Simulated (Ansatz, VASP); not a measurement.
## One calculation of LiH, two programs

```
CELL_PARAMETERS angstrom
0.00000 2.00340 2.00340
2.00340 0.00000 2.00340
2.00340 2.00340 0.00000
ATOMIC_POSITIONS crystal
Li 0.00000 0.00000 0.00000
H 0.50000 0.50000 0.50000
```

Alike in both runs: functional PBE; k mesh 10 × 10 × 10; occupations gaussian, width 0.02 eV; no spin polarisation.

Ansatz relaxed the structure, and its values are those at the end. VASP's run is a single point on that final structure, the one shown.

|  | VASP | Ansatz |
| --- | --- | --- |
| version | VASP 6.6.1 | Ansatz 0.2.0 |
| potentials or method | VASP PAW PBE potentials, release 64 (Li_sv, H) | scalar-relativistic, plane waves, PAW |
| plane-wave cutoff (eV) | 520 | 420 |
| valence electrons in the cell | 4 | 4 |

|  | VASP | Ansatz | Ansatz less VASP |
| --- | --- | --- | --- |
| gap on the k mesh at the Fermi level (eV) | 2.98 | 2.98 | +0.006 |
| least direct gap on the mesh (eV) | 2.98 | 2.98 | +0.006 |

The functional is the same, so the differences come from potentials, cutoffs and numerics.

 A k mesh can miss the band edges. PBE gaps usually lie below the measured ones, often by a third to a half.
